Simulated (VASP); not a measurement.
**What goes wrong when the modes of CuI are computed with a bad input**

Some phonon runs on CuI get a fault in the input on purpose. Which of them show, and how? The starting structure is a measured crystal structure from the Crystallography Open Database.

Program: VASP 6.6.1. Level of theory: Kohn-Sham DFT with plane waves and PAW; LDA. Results are calculated unless marked as measured.

The database entry behind the starting cell differs from later determinations by our own check (about 0.4 % short), so it need not match the best structure at ambient conditions.

**1. The starting structure**

The structure is cubic, space group F-43m (No. 216). The conventional cell has a = 6.032 Å, b = 6.032 Å, c = 6.032 Å, α = 90.00°, β = 90.00°, γ = 90.00°. Nearest to I lie 4 Cu at 2.61 Å. Cu has 4 I at 2.61 Å nearest. Farther neighbours and most contacts between anions are not listed.

As a file:

```cif
data_structure
_symmetry_space_group_name_H-M 'P 1'
_symmetry_Int_Tables_number 1
_cell_length_a 4.2653
_cell_length_b 4.2653
_cell_length_c 4.2653
_cell_angle_alpha 60.000
_cell_angle_beta 60.000
_cell_angle_gamma 60.000
_cell_volume 54.87
loop_
_atom_site_label
_atom_site_type_symbol
_atom_site_fract_x
_atom_site_fract_y
_atom_site_fract_z
_atom_site_occupancy
I1 I 0.00000 0.00000 0.00000 1
Cu2 Cu 0.75000 0.75000 0.75000 1
```

**2. Reference modes**

The cell comes from a relaxation at this level, not shown (50.33 Å³).

Input file INCAR:

```
SYSTEM = CuI
PREC = Accurate
ENCUT = 450
EDIFF = 1E-08
NELM = 100
ISMEAR = 0
SIGMA = 0.03
LREAL = .FALSE.
ALGO = Normal
GGA = CA
NBANDS = 15
LASPH = .TRUE.
LORBIT = 11
LWAVE = .FALSE.
LCHARG = .FALSE.
KPAR = 4
IBRION = 8
LEPSILON = .TRUE.
LPEAD = .TRUE.
ISIF = 2
```

Input file POSCAR:

```
CuI
1.0
    0.0000000000      2.9305107775      2.9305107775
    2.9305107775      0.0000000000      2.9305107775
    2.9305107775      2.9305107775      0.0000000000
I Cu
1 1
Direct
    0.0000000000      0.0000000000      0.0000000000
    0.7500000000      0.7500000000      0.7500000000
```

Input file KPOINTS:

```
Automatic mesh
0
Gamma
10 10 10
0 0 0
```

The projector-augmented-wave data sets are I and Cu (LDA family, release 64).

On the command line:

```
$ mpirun -np 4 vasp_std
```

Output:

```text
[banner, memory and clock lines left out]
running    4 mpi-ranks, on    1 nodes
 distrk:  each k-point on    1 cores,    4 groups
 distr:  one band on    1 cores,    1 groups

 POSCAR found type information on POSCAR I Cu
 POSCAR found :  2 types and       2 ions
 LDA part: xc-table for (Slater(with rela. corr.)+CA(PZ))
 , standard interpolation
 POSCAR, INCAR and KPOINTS ok, starting setup
 FFT: planning ... GRIDC
 FFT: planning ... GRID_SOFT
 FFT: planning ... GRID
 WAVECAR not read
 entering main loop
       N       E                     dE             d eps       ncg     rms          rms(c)
DAV:   1     0.905171850065E+02    0.90517E+02   -0.69892E+03  1417   0.119E+03
DAV:   2    -0.142256858433E+01   -0.91940E+02   -0.84242E+02  1501   0.235E+02
DAV:   3    -0.716200388173E+01   -0.57394E+01   -0.56505E+01  1872   0.632E+01
DAV:   4    -0.732150544856E+01   -0.15950E+00   -0.15945E+00  1601   0.992E+00
DAV:   5    -0.733034203780E+01   -0.88366E-02   -0.88364E-02  2191   0.262E+00    0.649E+00
DAV:   6    -0.722291973370E+01    0.10742E+00   -0.40642E+00  1467   0.595E+01    0.405E+00
DAV:   7    -0.700367757524E+01    0.21924E+00   -0.97082E-01  1599   0.362E+01    0.199E+00
DAV:   8    -0.700036834725E+01    0.33092E-02   -0.53456E-02  2192   0.373E+00    0.551E-01
DAV:   9    -0.699639329874E+01    0.39750E-02   -0.11191E-02  1789   0.335E+00    0.267E-01
DAV:  10    -0.699641264154E+01   -0.19343E-04   -0.64256E-04  1798   0.176E-01    0.185E-01
DAV:  11    -0.699623876722E+01    0.17387E-03   -0.87622E-04  1831   0.105E+00    0.340E-02
DAV:  12    -0.699624340578E+01   -0.46386E-05   -0.10395E-04  2020   0.123E-01    0.428E-02
DAV:  13    -0.699624218704E+01    0.12187E-05   -0.41720E-06  2206   0.149E-02    0.149E-02
DAV:  14    -0.699624122263E+01    0.96441E-06   -0.11760E-06  2075   0.357E-02    0.478E-03
DAV:  15    -0.699624104117E+01    0.18147E-06   -0.10744E-06  2131   0.302E-02    0.169E-03
DAV:  16    -0.699624106175E+01   -0.20580E-07   -0.12915E-07  2199   0.456E-03    0.193E-03
DAV:  17    -0.699624105131E+01    0.10438E-07   -0.22313E-08  1313   0.537E-03    0.562E-04
DAV:  18    -0.699624105065E+01    0.65620E-09   -0.34353E-09   915   0.121E-03
   1 F= -.69962411E+01 E0= -.69962411E+01  d E =-.800098E-21
 Linear response reoptimize wavefunctions to high precision
DAV:   1    -0.699624105078E+01   -0.12847E-09   -0.26127E-09  1407   0.921E-04
DAV:   2    -0.699624105085E+01   -0.66620E-10   -0.49312E-10   845   0.195E-04
 Linear response to external field (no local field effect), progress :
  Direction:   1
       N       E                     dE             d eps       ncg     rms          rms(c)
RMM:   1    -0.428703302223E+00   -0.42870E+00    0.55139E-01   857   0.208E+01
RMM:   2    -0.922181705575E+00   -0.49348E+00    0.13163E-01  1164   0.281E+00
RMM:   3    -0.953507189552E+00   -0.31325E-01   -0.56478E-05  1230   0.124E+00
RMM:   4    -0.957339795818E+00   -0.38326E-02   -0.20758E-03  1326   0.444E-01
RMM:   5    -0.957774843922E+00   -0.43505E-03   -0.71593E-04  1308   0.134E-01
RMM:   6    -0.957785820980E+00   -0.10977E-04   -0.49326E-05  1295   0.415E-02
RMM:   7    -0.957787116938E+00   -0.12960E-05   -0.61140E-06  1351   0.140E-02
RMM:   8    -0.957787239748E+00   -0.12281E-06   -0.67441E-07  1259   0.517E-03
RMM:   9    -0.957787280930E+00   -0.41181E-07   -0.12884E-07  1158   0.177E-03
RMM:  10    -0.957787280651E+00    0.27914E-09   -0.51334E-09   959   0.664E-04
 change of polarisation eV/A/(eV/A) component  1 :     1.916     0.819     0.225
 dielectric tensor                  component  1 :     7.887     2.943     0.811
 Linear response to external field (no local field effect), progress :
  Direction:   2
       N       E                     dE             d eps       ncg     rms          rms(c)
RMM:   1    -0.461372776063E+00   -0.46137E+00    0.70786E-01   857   0.206E+01
RMM:   2    -0.999424492308E+00   -0.53805E+00    0.13829E-01  1177   0.289E+00
RMM:   3    -0.103309690927E+01   -0.33672E-01   -0.38641E-03  1248   0.127E+00
RMM:   4    -0.103719990137E+01   -0.41030E-02   -0.17397E-03  1333   0.424E-01
RMM:   5    -0.103765130795E+01   -0.45141E-03   -0.92372E-04  1314   0.138E-01
RMM:   6    -0.103766156009E+01   -0.10252E-04   -0.48485E-05  1292   0.387E-02
RMM:   7    -0.103766284968E+01   -0.12896E-05   -0.60797E-06  1355   0.131E-02
RMM:   8    -0.103766292778E+01   -0.78104E-07   -0.59339E-07  1258   0.460E-03
RMM:   9    -0.103766296321E+01   -0.35431E-07   -0.11653E-07  1153   0.150E-03
RMM:  10    -0.103766296176E+01    0.14532E-08   -0.90452E-09   976   0.524E-04
 change of polarisation eV/A/(eV/A) component  2 :     0.819     2.075    -0.336
 dielectric tensor                  component  2 :     2.944     8.461    -1.210
 Linear response to external field (no local field effect), progress :
  Direction:   3
       N       E                     dE             d eps       ncg     rms          rms(c)
RMM:   1    -0.287184390023E+00   -0.28718E+00    0.16760E-01   861   0.174E+01
RMM:   2    -0.548363888617E+00   -0.26118E+00    0.55338E-02  1135   0.230E+00
RMM:   3    -0.565750695552E+00   -0.17387E-01   -0.54835E-03  1238   0.906E-01
RMM:   4    -0.567241332807E+00   -0.14906E-02   -0.17163E-03  1330   0.308E-01
RMM:   5    -0.567360987431E+00   -0.11965E-03   -0.19203E-04  1282   0.879E-02
[...]
RMM:   3    -0.807997082818E+00    0.15146E-01   -0.22329E-02  7985   0.163E+00    0.777E-01
RMM:   4    -0.821454166953E+00   -0.13457E-01   -0.44386E-02  9592   0.129E+00    0.168E-01
RMM:   5    -0.823190674082E+00   -0.17365E-02   -0.26250E-03  8743   0.344E-01    0.833E-02
RMM:   6    -0.827773807191E+00   -0.45831E-02   -0.39309E-04  9043   0.151E-01    0.249E-02
RMM:   7    -0.827485647914E+00    0.28816E-03   -0.51321E-05  8987   0.500E-02    0.230E-02
RMM:   8    -0.827788443466E+00   -0.30280E-03   -0.34229E-06  8488   0.239E-02    0.117E-02
RMM:   9    -0.827879201240E+00   -0.90758E-04    0.34764E-05  8533   0.134E-02    0.770E-03
RMM:  10    -0.827867464484E+00    0.11737E-04   -0.24699E-06  9428   0.589E-03    0.232E-03
RMM:  11    -0.827872927319E+00   -0.54628E-05   -0.33750E-07  9408   0.180E-03    0.388E-04
RMM:  12    -0.827878246396E+00   -0.53191E-05    0.46994E-07  9428   0.682E-04    0.245E-04
RMM:  13    -0.827878916332E+00   -0.66994E-06    0.49861E-10  9219   0.263E-04    0.478E-05
RMM:  14    -0.827879673096E+00   -0.75676E-06    0.79911E-08  7442   0.119E-04    0.344E-05
RMM:  15    -0.827879966745E+00   -0.29365E-06    0.11037E-08  5597   0.766E-05    0.438E-06
 change of polarisation eV/A/(eV/A) component  2 :     0.282     1.581     0.141
 dielectric tensor                  component  2 :     1.014     6.683     0.508
 Linear response to external field, progress :
  Direction:   3
       N       E                     dE             d eps       ncg     rms          rms(c)
RMM:   1    -0.392142314996E+00   -0.39214E+00    0.47782E-01  3097   0.196E+01
RMM:   2    -0.823201672012E+00   -0.43106E+00    0.10799E-01  4187   0.267E+00    0.131E+00
RMM:   3    -0.808029944942E+00    0.15172E-01   -0.22551E-02  7982   0.163E+00    0.777E-01
RMM:   4    -0.821465803346E+00   -0.13436E-01   -0.44385E-02  9595   0.129E+00    0.168E-01
RMM:   5    -0.823183165729E+00   -0.17174E-02   -0.25842E-03  8742   0.344E-01    0.832E-02
RMM:   6    -0.827778391428E+00   -0.45952E-02   -0.39313E-04  9042   0.151E-01    0.247E-02
RMM:   7    -0.827486361171E+00    0.29203E-03   -0.54153E-05  8990   0.498E-02    0.229E-02
RMM:   8    -0.827798752176E+00   -0.31239E-03   -0.85698E-06  8499   0.233E-02    0.115E-02
RMM:   9    -0.827880875592E+00   -0.82123E-04    0.23276E-05  8540   0.132E-02    0.760E-03
RMM:  10    -0.827868485859E+00    0.12390E-04    0.12580E-08  9303   0.585E-03    0.244E-03
RMM:  11    -0.827874772648E+00   -0.62868E-05   -0.67217E-07  9441   0.186E-03    0.345E-04
RMM:  12    -0.827879852759E+00   -0.50801E-05    0.28937E-07  9440   0.699E-04    0.248E-04
RMM:  13    -0.827880487194E+00   -0.63443E-06    0.80330E-08  9174   0.269E-04    0.488E-05
RMM:  14    -0.827881338245E+00   -0.85105E-06    0.58651E-08  7603   0.123E-04    0.384E-05
RMM:  15    -0.827881646499E+00   -0.30825E-06    0.35971E-08  5723   0.780E-05    0.584E-06
 change of polarisation eV/A/(eV/A) component  3 :     0.227     0.267     1.581
 dielectric tensor                  component  3 :     0.815     0.958     6.683
 Linear response DOF=           2
 Linear response progress:
  Degree of freedom:   1/  2
       N       E                     dE             d eps       ncg     rms          rms(c)
RMM:   1    -0.762441503974E-01   -0.76244E-01    0.89332E-02 11466   0.238E+00
RMM:   2    -0.771908986908E-01   -0.94675E-03   -0.69631E-03  8015   0.100E+00    0.106E-01
RMM:   3    -0.778547312033E-01   -0.66383E-03   -0.24440E-03  9016   0.338E-01    0.476E-02
RMM:   4    -0.779045125750E-01   -0.49781E-04   -0.21728E-04  9111   0.998E-02    0.459E-02
RMM:   5    -0.779528852095E-01   -0.48373E-04   -0.27552E-05  8843   0.370E-02    0.473E-03
RMM:   6    -0.779394822941E-01    0.13403E-04   -0.29023E-06  8995   0.112E-02    0.147E-03
RMM:   7    -0.779271870570E-01    0.12295E-04   -0.22406E-07  9192   0.436E-03    0.697E-04
RMM:   8    -0.779239797949E-01    0.32073E-05   -0.16074E-07  8784   0.188E-03    0.648E-04
RMM:   9    -0.779235405321E-01    0.43926E-06   -0.29585E-08  9342   0.823E-04    0.607E-04
RMM:  10    -0.779236163406E-01   -0.75808E-07   -0.18374E-08  9213   0.264E-04    0.188E-04
RMM:  11    -0.779232624493E-01    0.35389E-06   -0.10409E-08  9418   0.117E-04    0.102E-04
RMM:  12    -0.779231818650E-01    0.80584E-07   -0.65261E-09  9253   0.566E-05    0.607E-05
RMM:  13    -0.779231164590E-01    0.65406E-07   -0.50938E-09  9065   0.402E-05    0.227E-06
RMM:  14    -0.779231031130E-01    0.13346E-07   -0.56618E-09  9676   0.292E-05    0.413E-06
RMM:  15    -0.779231069023E-01   -0.37894E-08   -0.55890E-09  8792   0.239E-05    0.210E-06
 first order change of Fermi-energy   0.27991E-03
 force on displaced ion       1 direction 1 :  -3.791   0.000   0.000
 Born effective charge ion    1 direction 1 :  -0.955   0.000   0.000
 Linear response progress:
  Degree of freedom:   2/  2
       N       E                     dE             d eps       ncg     rms          rms(c)
RMM:   1    -0.246927935823E+00   -0.24693E+00   -0.12781E-01  7277   0.512E+00
RMM:   2    -0.246960942485E+00   -0.33007E-04   -0.82978E-03  7082   0.108E+00    0.869E-02
RMM:   3    -0.247314608938E+00   -0.35367E-03   -0.10797E-03  8042   0.262E-01    0.517E-02
RMM:   4    -0.247637407168E+00   -0.32280E-03   -0.10041E-04  8523   0.790E-02    0.496E-03
RMM:   5    -0.247631700361E+00    0.57068E-05   -0.60254E-06  8579   0.194E-02    0.398E-03
RMM:   6    -0.247626733695E+00    0.49667E-05   -0.60132E-07  8735   0.731E-03    0.172E-03
RMM:   7    -0.247632930614E+00   -0.61969E-05   -0.16074E-07  8757   0.314E-03    0.107E-03
RMM:   8    -0.247630592743E+00    0.23379E-05   -0.26813E-08  8781   0.102E-03    0.240E-04
RMM:   9    -0.247630406158E+00    0.18659E-06   -0.65290E-09  9028   0.373E-04    0.127E-04
RMM:  10    -0.247630287958E+00    0.11820E-06   -0.27953E-09  8709   0.163E-04    0.303E-05
RMM:  11    -0.247630318475E+00   -0.30517E-07   -0.85284E-10  8811   0.955E-05    0.207E-05
RMM:  12    -0.247630428144E+00   -0.10967E-06   -0.12480E-09  8796   0.504E-05    0.144E-05
RMM:  13    -0.247630466394E+00   -0.38249E-07   -0.11443E-09  8714   0.366E-05    0.150E-05
RMM:  14    -0.247630461468E+00    0.49256E-08   -0.11329E-09  8820   0.316E-05    0.471E-06
 first order change of Fermi-energy  -0.45777E-04
 force on displaced ion       2 direction 1 :  -3.837  -0.000  -0.000
 Born effective charge ion    2 direction 1 :   0.954   0.000   0.000
 Born effective charges drift removed
 Linear response finished
```

Elapsed: 3.9 min, on 4 MPI ranks of AMD EPYC 9R14 (Zen 4), shared host; peak memory 1.7 GiB; 16 min of CPU time.

Lines that name or quote the potential files are left out of all logs, and their timing lines are given in words.

Parts of OUTCAR (step 2):

```text
ion  position               nearest neighbor table
   1  0.000  0.000  0.000-   2 2.54   2 2.54   2 2.54   2 2.54
   2  0.750  0.750  0.750-   1 2.54   1 2.54   1 2.54   1 2.54

  LATTYP: Found a face centered cubic cell.
 ALAT       =     5.8610215550

 Subroutine GETGRP returns: Found 24 space group operations
 (whereof 24 operations were pure point group operations)

The static configuration has the point symmetry T_d .

 Found     47 irreducible k-points:

   k-points           NKPTS =     47   k-points in BZ     NKDIM =     47   number of bands    NBANDS=     15

   dimension x,y,z NGX =    30 NGY =   30 NGZ =   30
   dimension x,y,z NGXF=    60 NGYF=   60 NGZF=   60

   ENCUT  =  450.0 eV  33.07 Ry    5.75 a.u.   7.17  7.17  7.17*2*pi/ulx,y,z

   NELECT =      18.0000    total number of electrons

 k-points in reciprocal lattice and weights: Automatic mesh
   0.00000000  0.00000000  0.00000000       0.001
   0.10000000  0.00000000  0.00000000       0.008
   0.20000000  0.00000000  0.00000000       0.008
   0.30000000  0.00000000  0.00000000       0.008
   0.40000000  0.00000000  0.00000000       0.008
   0.50000000  0.00000000  0.00000000       0.004
   0.10000000  0.10000000  0.00000000       0.006
   0.20000000  0.10000000  0.00000000       0.024
   0.30000000  0.10000000  0.00000000       0.024
[...]
-0.30000000  0.40000000  0.20000000       0.024
  -0.30000000  0.50000000  0.20000000       0.012

 average (electrostatic) potential at core
       1 -92.0926       2 -66.0733

  Total       -0.0031411     -0.0031411     -0.0031411      0.0000000      0.0000000      0.0000000
  in kB       -0.0999837     -0.0999837     -0.0999837      0.0000000      0.0000000      0.0000000
  external PRESSURE =      -0.0999837 kB  Pullay stress =       0.0000000 kB

  energy-cutoff  :      450.00
  volume of cell :       50.33
      direct lattice vectors                 reciprocal lattice vectors
     0.000000000  2.930510777  2.930510777    -0.170618721  0.170618721  0.170618721
     2.930510777  0.000000000  2.930510777     0.170618721 -0.170618721  0.170618721
     2.930510777  2.930510777  0.000000000     0.170618721  0.170618721 -0.170618721

 POSITION                                       TOTAL-FORCE (eV/Angst)
 -----------------------------------------------------------------------------------
      0.00000      0.00000      0.00000         0.000000      0.000000     -0.000000
      4.39577      4.39577      4.39577        -0.000000     -0.000000      0.000000
 -----------------------------------------------------------------------------------
    total drift:                               -0.000000     -0.000000     -0.000000

 MACROSCOPIC STATIC DIELECTRIC TENSOR (including local field effects in DFT)
 ------------------------------------------------------
           6.682635    -0.000000     0.000000
           0.000000     6.682635     0.000000
          -0.000000     0.000000     6.682635
 ------------------------------------------------------

 PIEZOELECTRIC TENSOR (including local field effects)  for field in x, y, z        (C/m^2)
          XX          YY          ZZ          XY          YZ          ZX
  --------------------------------------------------------------------------------
  x    -0.00000    -0.00000    -0.00000     0.00000    -0.30399    -0.00000
  y     0.00000     0.00000     0.00000     0.00000     0.00000    -0.30399
  z     0.00000     0.00000     0.00000    -0.30399     0.00000     0.00000

 BORN EFFECTIVE CHARGES (including local field effects) (in |e|, cummulative output)
 ---------------------------------------------------------------------------------
 ion    1
    1    -0.95486     0.00000     0.00000
    2     0.00000    -0.95486     0.00000
    3     0.00000     0.00000    -0.95486
 ion    2
    1     0.95486     0.00000     0.00000
    2     0.00000     0.95486     0.00000
    3     0.00000     0.00000     0.95486

 Eigenvectors and eigenvalues of the dynamical matrix
 ----------------------------------------------------

   1 f  =    4.696762 THz    29.510626 2PiTHz  156.667119 cm-1    19.424238 meV
             X         Y         Z           dx          dy          dz
      0.000000  0.000000  0.000000    -0.000000   -0.575285    0.000000
      4.395766  4.395766  4.395766     0.000000    0.817953    0.000000

   2 f  =    4.696762 THz    29.510626 2PiTHz  156.667119 cm-1    19.424238 meV
             X         Y         Z           dx          dy          dz
      0.000000  0.000000  0.000000     0.000000    0.000000   -0.575285
      4.395766  4.395766  4.395766     0.000000    0.000000    0.817953

   3 f  =    4.696762 THz    29.510626 2PiTHz  156.667119 cm-1    19.424238 meV
             X         Y         Z           dx          dy          dz
      0.000000  0.000000  0.000000     0.575285    0.000000    0.000000
      4.395766  4.395766  4.395766    -0.817953    0.000000    0.000000

   4 f/i=    0.013506 THz     0.084864 2PiTHz    0.450527 cm-1     0.055858 meV
             X         Y         Z           dx          dy          dz
      0.000000  0.000000  0.000000    -0.527147    0.625430    0.000000
      4.395766  4.395766  4.395766    -0.370755    0.439880    0.000000

   5 f/i=    0.013506 THz     0.084864 2PiTHz    0.450527 cm-1     0.055858 meV
             X         Y         Z           dx          dy          dz
      0.000000  0.000000  0.000000     0.000000    0.000000    0.817953
      4.395766  4.395766  4.395766     0.000000    0.000000    0.575285

   6 f/i=    0.013506 THz     0.084864 2PiTHz    0.450527 cm-1     0.055858 meV
             X         Y         Z           dx          dy          dz
      0.000000  0.000000  0.000000     0.625430    0.527147    0.000000
      4.395766  4.395766  4.395766     0.439880    0.370755    0.000000

 MACROSCOPIC STATIC DIELECTRIC TENSOR IONIC CONTRIBUTION
 ------------------------------------------------------
           0.859382     0.000000     0.000000
           0.000000     0.859382     0.000000
           0.000000     0.000000     0.859382
 ------------------------------------------------------

 ELASTIC MODULI CONTR FROM IONIC RELAXATION (kBar)
 Direction    XX          YY          ZZ          XY          YZ          ZX
 --------------------------------------------------------------------------------
 XX          -0.0000      0.0000      0.0000      0.0000     -0.0000      0.0000
 YY           0.0000     -0.0000     -0.0000      0.0000      0.0000     -0.0000
 ZZ           0.0000     -0.0000     -0.0000      0.0000      0.0000      0.0000
 XY           0.0000      0.0000      0.0000   -215.1550      0.0000      0.0000
 YZ          -0.0000      0.0000      0.0000      0.0000   -215.1550      0.0000
 ZX           0.0000     -0.0000      0.0000      0.0000      0.0000   -215.1550
 --------------------------------------------------------------------------------

 PIEZOELECTRIC TENSOR IONIC CONTR  for field in x, y, z        (C/m^2)
          XX          YY          ZZ          XY          YZ          ZX
  --------------------------------------------------------------------------------
  x     0.00000    -0.00000    -0.00000     0.00000     0.40461     0.00000
  y    -0.00000     0.00000    -0.00000     0.00000     0.00000     0.40461
  z    -0.00000    -0.00000    -0.00000     0.40461     0.00000     0.00000
```

Energies printed during the response cycles are not total energies of the cell.

Reference: the zone-centre mode is T2 156.7 cm⁻¹.

[end of part 1 of 2]

[Lines on the potential files, build, host, timing and source positions are cut from VASP's logs without a mark.]

[Logs are printed without paths, hosts, clocks, repeated set-up lines and the standing remarks that a program may print on its own settings, such as how far it seeks lower states.]

[Hosts, paths, dates, database ids (printed as entryN), source tags and the programs' standing remarks are cut or masked in the printed files.]
